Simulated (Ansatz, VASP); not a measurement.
# One calculation of PbO (Litharge), two programs

The input INCAR:

```
PREC = Accurate ; ENCUT = 520
EDIFF = 1E-7 ; ISMEAR = -1
SIGMA = 0.05 ; LREAL = False
LASPH = True ; NELM = 60
ALGO = Normal ; ISIF = 2
LWAVE = False ; LCHARG = False
GGA = PE ; NBANDS = 28
```

Contents of KPOINTS:

```
regular mesh
0
Gamma
  7 7 6
```

POSCAR

```
PbO
1.0
    3.9900000000      0.0000000000      0.0000000000
    0.0000000000      3.9900000000      0.0000000000
    0.0000000000      0.0000000000      5.0100000000
Pb O
2 2
Direct
    0.5025100000      0.0002860000      0.7640710000
   -0.0105290000      0.5078170000      0.2474320000
    0.4947560000      0.5065610000     -0.0022200000
   -0.0062690000      0.0124200000      0.0082440000
```

input.yaml

```yaml
crystal:
  lattice:
    - [3.99, 0.0, 0.0]
    - [0.0, 3.99, 0.0]
    - [0.0, 0.0, 5.01]
  atoms:
    - { symbol: Pb, position: [0.50251, 0.000286, 0.764071] }
    - { symbol: Pb, position: [-0.010529, 0.507817, 0.247432] }
    - { symbol: O, position: [0.494756, 0.506561, -0.00222] }
    - { symbol: O, position: [-0.006269, 0.01242, 0.008244] }
hamiltonian:
  xc: pbe
  pseudopotentials: { kind: paw }
kpoints:
  mp_grid: { grid: [7, 7, 6] }
scf:
  occupations: { method: fermi_dirac, width: 0.05 }
output:
  forces: true
  stress: true
  eigenvalues: true
```

Change from the starting cell: atoms moved at random, drawn with an rms of 0.05 Å.

Alike in both runs: task single point; functional PBE; k mesh 7 × 7 × 6; occupations fermi-dirac, width 0.05 eV; no spin polarisation.

|  | VASP | Ansatz |
| --- | --- | --- |
| version | VASP 6.6.1 | Ansatz 0.2.0 |
| potentials or method | VASP PAW PBE potentials, release 64 (Pb_d, O) | Ansatz PAW |
| plane-wave cutoff (eV) | 520 | 420 |
| valence electrons in the cell | 40 | 40 |

Ansatz gave:

| Quantity | Value |
| --- | --- |
| gap on the k mesh at the Fermi level (eV) | 1.36 |
| least direct gap on the mesh (eV) | 2.31 |
| pressure (GPa) | 2.6 |
| largest component of the traceless stress (GPa) | 1.20 |
| rms of the force components (eV/Å) | 0.142 |

**Question.** Which values does VASP return?

**Answer.** gap on the k mesh at the Fermi level (eV): 1.37; least direct gap on the mesh (eV): 2.31; pressure (GPa): 2.7; largest component of the traceless stress (GPa): 1.23; rms of the force components (eV/Å): 0.139.

Atom by atom the forces differ by 0.016 eV/Å (rms over components).

Caveats: spin-orbit coupling is left out, which as a rule narrows the gap of such compounds by several tenths of an eV; an odd mesh through Γ misses points on the zone boundary, where band edges often lie (VASP); odd divisions of the mesh miss points on the zone boundary, where band edges often lie, so the gap on the mesh can be too wide (Ansatz); the pressure holds a Pulay correction of +0.3 GPa for the finite cutoff (Ansatz).
